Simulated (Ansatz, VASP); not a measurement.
Cu: VASP beside Ansatz

```
Cu
1.0
     0.03615    1.82557    1.82557
     1.82557    0.03615    1.82557
     1.82557    1.82557    0.03615
Cu
1
Direct
  0.00000 0.00000 0.00000
```

Change from the starting cell: equal xy, yz and zx shear strains of +2 %.

Alike in both runs: task single point; functional PBE; k mesh 19 × 19 × 19; occupations fermi-dirac, width 0.08 eV; no spin polarisation.

|  | VASP | Ansatz |
| --- | --- | --- |
| version | VASP 6.6.1 | Ansatz 0.2.0 |
| potentials or method | VASP PAW PBE potentials, release 64 (Cu), cutoff 520 eV | all-electron LAPW, scalar-relativistic |

VASP gave:

* pressure (GPa): 2.5
* largest component of the traceless stress (GPa): 1.55

Problem. What did Ansatz give for the same quantities?

Solution. Pressure (GPa): 1.9; largest component of the traceless stress (GPa): 1.57.

Ansatz ran all-electron here, so the differences hold the error of VASP's frozen core and of both bases.
